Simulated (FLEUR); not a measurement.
# ZnS (F-43m) in FLEUR: single point with PBEsol

Aim: the single point of ZnS with PBEsol.

All numbers are computed with FLEUR MaX-R8.1 (later development tree); they aren't measurements. Logs are shortened: lines on timing, memory, paths and dates and some standing lists are left out, and cuts for length are marked.

**The experiment to reproduce.**

From “Electronic, vibrational, and thermodynamic properties of ZnS (zincblende and rocksalt structure)”, 2009, arxiv:0911.5022, for a bulk crystal of ZnS at 19 K: band gap 3.85 eV (direct).

How close the calculation comes is told below.

## 1. Starting point

Symmetry: F-43m, No. 216, cubic system. Conventional cell: a = 5.404 Å, b = 5.404 Å, c = 5.404 Å, α = 90.00°, β = 90.00°, γ = 90.00°. Around Zn (site symmetry -43m) lie 4 S at 2.34 Å. S (site symmetry -43m) is surrounded by 4 Zn at 2.34 Å.

## 2. Single point, PBEsol

inp.xml reads:

```xml
<?xml version="1.0" encoding="UTF-8" standalone="no"?>
<fleurInput fleurInputVersion="0.39">
   <comment>
      ZnS                                                                                                 
   </comment>
   <calculationSetup>
      <cutoffs Kmax="5.27" Gmax="16.3" GmaxXC="16.3" numbands="0"/>
      <scfLoop itmax="60" minDistance="0.00001" maxIterBroyd="15" imix="Anderson" alpha="0.05" precondParam="0.0" spinf="2.0" sdNocoIR="T"/>
      <coreElectrons ctail="T" frcor="F" kcrel="0" coretail_lmax="0"/>
      <xcFunctional name="PBEs" relativisticCorrections="F"/>
      <magnetism jspins="1"/>
      <soc l_soc="F" theta="0.0" phi="0.0" spav="F"/>
      <expertModes spex="0" secvar="F"/>
      <geometryOptimization l_f="F" forcealpha="1.0" forcemix="BFGS" epsdisp="0.00001" epsforce="0.00001"/>
      <ldaU l_linMix="F" mixParam="0.05" spinf="1.0"/>
   </calculationSetup>
   <cell>
      <bzIntegration valenceElectrons="26.0" mode="hist" fermiSmearingEnergy="0.00183747">
         <kPointListSelection listName="default-1"/>
         <!-- k-points included here -->
         <xi:include xmlns:xi="http://www.w3.org/2001/XInclude" href="kpts.xml"> </xi:include>
      </bzIntegration>
      <!-- symmetry operations included here -->
      <xi:include xmlns:xi="http://www.w3.org/2001/XInclude" href="sym.xml"> </xi:include>
      <bulkLattice scale="1.0">
         <bravaisMatrix>
            <row-1>    0.0000000000000000     5.1060399886691998     5.1060399886691998</row-1>
            <row-2>    5.1060399886691998     0.0000000000000000     5.1060399886691998</row-2>
            <row-3>    5.1060399886691998     5.1060399886691998     0.0000000000000000</row-3>
         </bravaisMatrix>
      </bulkLattice>
   </cell>
   <atomSpecies>
      <species name="Zinc (Zn)" element="Zn" atomicNumber="30">
         <mtSphere radius="2.11" gridPoints="721" logIncrement="0.017"/>
         <atomicCutoffs lmax="9" lnonsphr="9"/>
         <electronConfig flipSpins="F">
            <coreConfig>(1s1/2) (2s1/2) (2p1/2) (2p3/2)</coreConfig>
            <valenceConfig>(3s1/2) (3p1/2) (3p3/2) (4s1/2) (3d3/2) (3d5/2)</valenceConfig>
         </electronConfig>
         <energyParameters s="4" p="4" d="3" f="4"/>
         <lo type="SCLO" l="0" n="3" eDeriv="0"/>
         <lo type="SCLO" l="1" n="3" eDeriv="0"/>
         <lo type="SCLO" l="1" n="3" eDeriv="1"/>
         <lo type="HELO" l="2" n="4" eDeriv="0"/>
         <lo type="HELO" l="2" n="4" eDeriv="1"/>
         <lo type="SCLO" l="3" n="4" eDeriv="2"/>
      </species>
      <species name="Sulfur (S)" element="S" atomicNumber="16">
         <mtSphere radius="1.86" gridPoints="635" logIncrement="0.018"/>
         <atomicCutoffs lmax="8" lnonsphr="8"/>
         <electronConfig flipSpins="F">
            <coreConfig>(1s1/2) (2s1/2) (2p1/2) (2p3/2)</coreConfig>
            <valenceConfig>(3s1/2) (3p1/2) (3p3/2)</valenceConfig>
            <stateOccupation state="(3p1/2)" spinUp="0.666667" spinDown="0.666667"/>
            <stateOccupation state="(3p3/2)" spinUp="1.333333" spinDown="1.333333"/>
         </electronConfig>
         <energyParameters s="3" p="3" d="3" f="4"/>
         <lo type="SCLO" l="0" n="3" eDeriv="2"/>
         <lo type="SCLO" l="1" n="3" eDeriv="2"/>
         <lo type="SCLO" l="2" n="3" eDeriv="2"/>
         <lo type="SCLO" l="3" n="4" eDeriv="2"/>
      </species>
   </atomSpecies>
   <atomGroups>
      <atomGroup species="Zinc (Zn)">
         <relPos label="                   1">-1.000/4.000 -1.000/4.000 -1.000/4.000</relPos>
         <force calculate="T" relaxXYZ="TTT"/>
      </atomGroup>
      <atomGroup species="Sulfur (S)">
         <relPos label="                   2">.0000000000 .0000000000 .0000000000</relPos>
         <force calculate="T" relaxXYZ="TTT"/>
      </atomGroup>
   </atomGroups>
   <output dos="F" band="F" slice="F">
      <checks vchk="F" cdinf="F"/>
      <bandDOS minEnergy="-.5*Htr" maxEnergy="0.5*Htr" sigma="0.015" storeEVData="T"/>
      <vacuumDOS vacdos="F" integ="F" star="F" nstars="0" locx1="0.0" locy1="0.0" locx2="0.0" locy2="0.0" nstm="0" tworkf="0.0"/>
      <unfoldingBand unfoldBand="F" supercellX="1" supercellY="1" supercellZ="1"/>
      <plotting iplot="0" polar="F">
         <plot TwoD="T" vec1="  1.0  0.0  0.0" vec2="  0.0  1.0  0.0" vec3="  0.0  0.0  1.0" zero="  0.0  0.0  0.0" file="plot"/>
      </plotting>
      <chargeDensitySlicing numkpt="0" minEigenval="0.0" maxEigenval="0.0" nnne="0" pallst="F"/>
      <specialOutput eonly="F"/>
      <moessbauerParams electricFieldGradient="T" isomerShift="T" coreHyperfine="T" valenceHyperfine="T"/>
      <magneticCircularDichroism mcd="F" energyLo="-10.0" energyUp="0.0"/>
   </output>
  <!-- We include the file relax.xml here to enable relaxations (see documentation) -->
  <xi:include xmlns:xi="http://www.w3.org/2001/XInclude" href="relax.xml"> <xi:fallback/> </xi:include>
</fleurInput>
```

crystal.txt reads:

```
ZnS
&input cartesian=F /
0.0000000000  2.7020000000  2.7020000000
2.7020000000  0.0000000000  2.7020000000
2.7020000000  2.7020000000  0.0000000000
1.8897261246
1.0 1.0 1.0

2
30 0.7500000000  0.7500000000  0.7500000000
16 0.0000000000  0.0000000000  0.0000000000

&kpt div1=9 div2=9 div3=9 gamma=T /
```

Potentials or basis: all-electron, FLAPW.

The run is started by

```sh
> inpgen -f crystal.txt -profile fastHighL
> # inp.xml edited to the form shown
> fleur_MPI
```

The log of the run:

```text
Welcome to FLEUR        (www.flapw.de)
      MaX-Release 8.1          (www.max-centre.eu)

 ========== k-point set info ==========
 Selected k-point list: default-1
 k-point list type: mesh
 9 x 9 x 9
 Number of k points: 35

 ------------Calculation Setup---------------------------
 Number of MPI-tasks      :            1
 Number of PE/node        :            1
 Number of OMP-threads    :            1
 Most efficient MPI parallelization for:
           1           5           7          35
 Additional eigenvalue parallelization possible
 Number of basis functions:          764
 Approximate size of matrices (H+S) per k-point:         0.017 GB
 --------------------------------------------------------
 Iteration:     1   Distance:       8.91194901 me/bohr^3
 Iteration:     2   Distance:       7.72727484 me/bohr^3
 Iteration:     3   Distance:       4.64844830 me/bohr^3
 Iteration:     4   Distance:       2.47902594 me/bohr^3
 Iteration:     5   Distance:       2.24344632 me/bohr^3
 Iteration:     6   Distance:       0.40404255 me/bohr^3
 Iteration:     7   Distance:       0.37317367 me/bohr^3
 Iteration:     8   Distance:       0.03117411 me/bohr^3
 Iteration:     9   Distance:       0.02731058 me/bohr^3
 Iteration:    10   Distance:       0.00182667 me/bohr^3
 Iteration:    11   Distance:       0.00084125 me/bohr^3
 Iteration:    12   Distance:       0.00019993 me/bohr^3
 Iteration:    13   Distance:       0.00005373 me/bohr^3
 Iteration:    14   Distance:       0.00004820 me/bohr^3
 Iteration:    15   Distance:       0.00000363 me/bohr^3

 ********************************************************************
 Run finished successfully
 Stop message:
   all done
 ********************************************************************
```

out.xml (last iteration):

```text
<iteration numberForCurrentRun="   15" overallNumber="   15">
         <energyParameters units="Htr">
            <atomicEP atomType="1" spin="1" branch="4s" branchLowest="-4.41" branchHighest="1.66" value="-0.0138921285"/>
            <atomicEP atomType="1" spin="1" branch="4p" branchLowest="-2.72" branchHighest="2.35" value="0.1457423740"/>
            <atomicEP atomType="1" spin="1" branch="3d" branchLowest="-9.99" branchHighest="0.04" value="-0.0521989910"/>
            <atomicEP atomType="1" spin="1" branch="4f" branchLowest="-9.99" branchHighest="3.99" value="0.4773352362"/>
            <loAtomicEP atomType="1" spin="1" branch="3s" branchLowest="-42.19" branchHighest="-4.41" value="-4.4144160228"/>
            <loAtomicEP atomType="1" spin="1" branch="3p" branchLowest="-36.54" branchHighest="-2.72" value="-2.7373839044"/>
            <loAtomicEP atomType="1" spin="1" branch="3p" branchLowest="-36.54" branchHighest="-2.72" value="-2.7373839044"/>
            <heloAtomicEP atomType="1" spin="1" branch="4d" branchLowest="2.59" branchHighest="2.59" value="2.5898031945"/>
            <heloAtomicEP atomType="1" spin="1" branch="4d" branchLowest="2.59" branchHighest="2.59" value="2.5898031945"/>
            <loAtomicEP atomType="1" spin="1" branch="4f" branchLowest="-9.99" branchHighest="3.99" value="0.4773385845"/>
            <atomicEP atomType="2" spin="1" branch="3s" branchLowest="-7.34" branchHighest="0.95" value="-0.3741975694"/>
            <atomicEP atomType="2" spin="1" branch="3p" branchLowest="-5.32" branchHighest="1.54" value="-0.1126280521"/>
            <atomicEP atomType="2" spin="1" branch="3d" branchLowest="-9.99" branchHighest="2.12" value="0.1119836087"/>
            <atomicEP atomType="2" spin="1" branch="4f" branchLowest="-9.99" branchHighest="5.12" value="0.2787493022"/>
            <loAtomicEP atomType="2" spin="1" branch="3s" branchLowest="-7.34" branchHighest="0.95" value="-0.3741975694"/>
            <loAtomicEP atomType="2" spin="1" branch="3p" branchLowest="-5.32" branchHighest="1.54" value="-0.1129995622"/>
            <loAtomicEP atomType="2" spin="1" branch="3d" branchLowest="-9.99" branchHighest="2.12" value="0.1119833833"/>
            <loAtomicEP atomType="2" spin="1" branch="4f" branchLowest="-9.99" branchHighest="5.12" value="0.2787523292"/>
         </energyParameters>
         <eigenvalues>
            <eigenvaluesAt spin="1" ikpt="1" k_x="0.00000000" k_y="0.00000000" k_z="0.00000000">
                      -4.4144091714       -2.7360103305       -2.7360103305       -2.7360103305       -0.3203095948
                      -0.0712354988       -0.0712354988       -0.0712354988       -0.0529142271       -0.0529142271
                       0.1629711396        0.1629711396        0.1629711396        0.2356124106        0.3936616835
                       0.3936616835        0.3936616835        0.5879990791        0.5879990791        0.5915108961
                       0.6903800019
            </eigenvaluesAt>
            <eigenvaluesAt spin="1" ikpt="2" k_x="0.00000000" k_y="0.00000000" k_z="0.11111111">
                      -4.4144091492       -2.7360111354       -2.7360104491       -2.7360104491       -0.3168440842
                      -0.0712666010       -0.0706145087       -0.0706145087       -0.0529699630       -0.0529699630
                       0.1277892293        0.1585535194        0.1585535194        0.2623216833        0.3898702416
                       0.4012752337        0.4012752337        0.5693715505        0.5693715505        0.6168468498
                       0.6684801871
            </eigenvaluesAt>
            <eigenvaluesAt spin="1" ikpt="3" k_x="0.00000000" k_y="0.00000000" k_z="0.22222222">
                      -4.4144090968       -2.7360130949       -2.7360108289       -2.7360108289       -0.3074779749
[... 14 lines left out ...]
         <sumValenceSingleParticleEnergies value="-25.9730378331" units="Htr"/>
         <FermiEnergy value="0.1629711396" units="Htr"/>
         <valenceDensity>
            <mtCharges spin="1">
               <mtCharge atomType="1" total="18.3630632" s="2.3995119" p="6.3193662" d="9.6306046" f="0.0108689"/>
               <mtCharge atomType="2" total="3.4248122" s="1.2161619" p="2.1784612" d="0.0271877" f="0.0023742"/>
            </mtCharges>
            <spinDependentCharge spin="1" total="26.0000000" interstitial="4.2121246" mtSpheres="21.7878754"/>
            <totalCharge value="26.0000000000"/>
         </valenceDensity>
         <coreStates atomType="     1" atomicNumber=" 30" spin="1" kinEnergy="   1575.6332495904" eigValSum="  -1002.3432266035" lostElectrons=" 0.000000">
            <state n="1" l="0" j="0.5" energy="-349.3421674910" weight="1.0000000000"/>
            <state n="2" l="0" j="0.5" energy="-42.1923547147" weight="1.0000000000"/>
            <state n="2" l="1" j="0.5" energy="-37.1297957563" weight="1.0000000000"/>
            <state n="2" l="1" j="1.5" energy="-36.2536476699" weight="2.0000000000"/>
         </coreStates>
         <coreStates atomType="     2" atomicNumber=" 16" spin="1" kinEnergy="    386.8297373484" eigValSum="   -222.3044686394" lostElectrons=" 0.000673">
            <state n="1" l="0" j="0.5" energy="-87.8310466102" weight="1.0000000000"/>
            <state n="2" l="0" j="0.5" energy="-7.3446316461" weight="1.0000000000"/>
            <state n="2" l="1" j="0.5" energy="-5.3563638649" weight="1.0000000000"/>
            <state n="2" l="1" j="1.5" energy="-5.3100960993" weight="2.0000000000"/>
         </coreStates>
         <allElectronCharges>
            <spinDependentCharge spin="1" total="46.0000000" interstitial="4.2127964" mtSpheres="41.7872036"/>
            <totalCharge value="45.9999999969"/>
         </allElectronCharges>
         <moessbauerParams unitsHFF="kG" unitsIS="e/bohr^3" unitsEFG="Htr/bohr^2">
            <coreIsomerShift atomType="1" isTotal="24823.11144">
               <shell n="1" l="0" isomerShift="22582.15575"/>
               <shell n="2" l="0" isomerShift="2224.07203"/>
               <shell n="2" l="1" isomerShift="16.88366"/>
            </coreIsomerShift>
            <coreIsomerShift atomType="2" isTotal="2922.38151">
               <shell n="1" l="0" isomerShift="2715.08938"/>
               <shell n="2" l="0" isomerShift="206.93265"/>
               <shell n="2" l="1" isomerShift="0.35948"/>
            </coreIsomerShift>
            <isomerShift atomType="1" nucleusRadius="0.0000952" averageDensity="25163.92859"/>
            <isomerShift atomType="2" nucleusRadius="0.0000750" averageDensity="2940.84130"/>
            <electricFieldGradient atomType="1" VXX="0.00000" VYY="0.00000" VZZ="0.00000" asymParam="0.00000">
            </electricFieldGradient>
            <electricFieldGradient atomType="2" VXX="0.00000" VYY="0.00000" VZZ="0.00000" asymParam="0.00000">
            </electricFieldGradient>
         </moessbauerParams>
         <totalEnergy                                    value="    -2193.3425731943" units="Htr">
            <sumOfEigenvalues                            value="    -1250.6207330759">
               <coreElectrons value="-1224.6476952429"/>
               <valenceElectrons value="-25.9730378331"/>
            </sumOfEigenvalues>
            <densityCoulombPotentialIntegral value="-3353.5593658177"/>
            <densityEffectivePotentialIntegral value="-3478.3151034543"/>
            <chargeDenXCDenIntegral value="-95.2543703981"/>
            <FockExchangeEnergyValence value="0.0000000000"/>
            <FockExchangeEnergyCore value="0.0000000000"/>
            <atomTypeDependentContributions atomType="1">
               <electronNucleiInteractionDifferentMTs value="2156.8699976422"/>
               <MadelungTerm value="-13.3552448050"/>
            </atomTypeDependentContributions>
            <atomTypeDependentContributions atomType="2">
               <electronNucleiInteractionDifferentMTs value="467.6865742168"/>
               <MadelungTerm value="-11.0910736017"/>
            </atomTypeDependentContributions>
            <tkbTimesEntropy value="0.0000000000"/>
            <freeEnergy value="-2193.3425731943"/>
            <extrapolationTo0K value="-2193.3425731943"/>
         </totalEnergy>
         <densityConvergence units="me/bohr^3">
            <chargeDensity spin="1" distance="0.0000036270"/>
         </densityConvergence>
      </iteration>
```

Run time: 1.8 min. Hardware: 1 thread of Intel Xeon 6975P-C (Granite Rapids), shared host; peak memory 0.08 GiB.

What came out:

| Item | Value |
| --- | --- |
| Free energy | -59683.8919 eV |
| Band gap on the k mesh | 1.98 eV, direct |
| Valence electrons inside the program's atomic spheres | Zn 18.36; S 3.42 (radii Zn 2.11, S 1.86 bohr) |

Levels at points of the mesh, in eV from the valence-band top:
```csv
k point,band 9,band 10,band 11,band 12,band 13,band 14,band 15,band 16,band 17,band 18
"(0.00, 0.00, 0.00)",-5.87,-5.87,0.00,0.00,0.00,1.98,6.28,6.28,6.28,11.57
```

Core levels (eV from the Fermi level):
```
atom                                                     levels
1 Zn  1s1/2 -9510.5, 2s1/2 -1152.5, 2p1/2 -1014.8, 2p3/2 -990.9
 2 S    1s1/2 -2394.4, 2s1/2 -204.3, 2p1/2 -150.2, 2p3/2 -148.9
```

## 3. Comparison with measurements

Step 2. Against the measured gap of ZnS, 3.85 eV (direct; 19 K; quoted in “Electronic, vibrational, and thermodynamic properties of ZnS (zincblende and rocksalt structure)”, 2009, arxiv:0911.5022), the calculated 1.98 eV is off by -1.87 eV. The value is that of PBEsol, without temperature or zero-point motion. Semilocal functionals fall short of measured gaps as a rule.
